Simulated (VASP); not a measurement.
# Settings for Ir: self-consistent run

Ir, P6_3/mmc (no. 194), 2 atoms in the cell. LDA; PAW potentials Ir (LDA set). VASP 6.6.1.

Wanted: energy within 0.2 meV/atom; Fermi level within 0.005 eV.

What the run is for: comparing ways to start; Accuracy asked: tight.

POSCAR:
```
Ir
1.0
    2.7513778946      0.0000000000      0.0000000000
   -1.3756889473      2.3827631521      0.0000000000
    0.0000000000      0.0000000000      4.4622900000
Ir
2
Direct
    0.3333333333      0.6666666667      0.2500000000
    0.6666666667      0.3333333333      0.7500000000
```

## How the run starts (with a second run first, the time holds both)

| How the run starts (with a second run first, the time holds both) | Energy less reference (meV/atom) | Fermi level (eV) | Time (s) |
|---|---|---|---|
| from scratch: 12 SCF iterations | 0.00 | 9.8469 | 10 |
| orbitals of a nearby geometry (ISTART 1): 12 + 7 SCF iterations | 0.00 | 9.8470 | 22 |
| orbitals and density of a nearby geometry: 12 + 12 SCF iterations | 0.00 | 9.8469 | 24 |
| density of a nearby geometry (ICHARG 1): 12 + 14 SCF iterations | 0.00 | 9.8469 | 26 |
| orbitals in the old basis (ISTART 2), symmetry off: 12 + 8 SCF iterations | 0.00 | 9.8469 | 101 |

## Question

For each series: keep the first row unless others stay within the tolerance and take at least 30 % less time, and then take the fastest.

## Answer

- How the run starts (with a second run first, the time holds both): from scratch: 12 SCF iterations

The chosen settings are those of the reference run.

## The input

INCAR:
```
SYSTEM = Ir
ALGO     = Normal         ! electronic algorithm
EDIFF    = 1E-6           ! SCF threshold, eV
ENCUT    = 400            ! plane-wave cutoff, eV
GGA      = CA             ! functional
GGA_COMPAT= .FALSE.      
ISIF     = 2              ! what is computed and relaxed
ISMEAR   = 1              ! smearing method
LASPH    = .TRUE.         ! aspherical terms in the spheres
LCHARG   = .FALSE.        ! write CHGCAR
LREAL    = .FALSE.        ! projectors in reciprocal space
LWAVE    = .FALSE.        ! write WAVECAR
NELM     = 120            ! most SCF steps
PREC     = Accurate       ! precision mode
SIGMA    = 0.1            ! smearing width, eV
```

KPOINTS:
```
k-points
0
Gamma
  14 14 8
```

Commands:
```
cat potpaw_LDA.64/Ir/POTCAR > POTCAR
mpirun -np 1 vasp_std > vasp.out
```

The chosen input took VASP 6.6.1 10 s on 1 core (AMD EPYC 9R45 (Zen 5)), a shared host.

## An input that fails: restart asked without its files

VASP's message: ERROR: charge density could not be read from file CHGCAR for ICHARG>10.

Changes against the starting input:
```
- NELM = 120
+ NELM = 60
+ ICHARG = 11
```
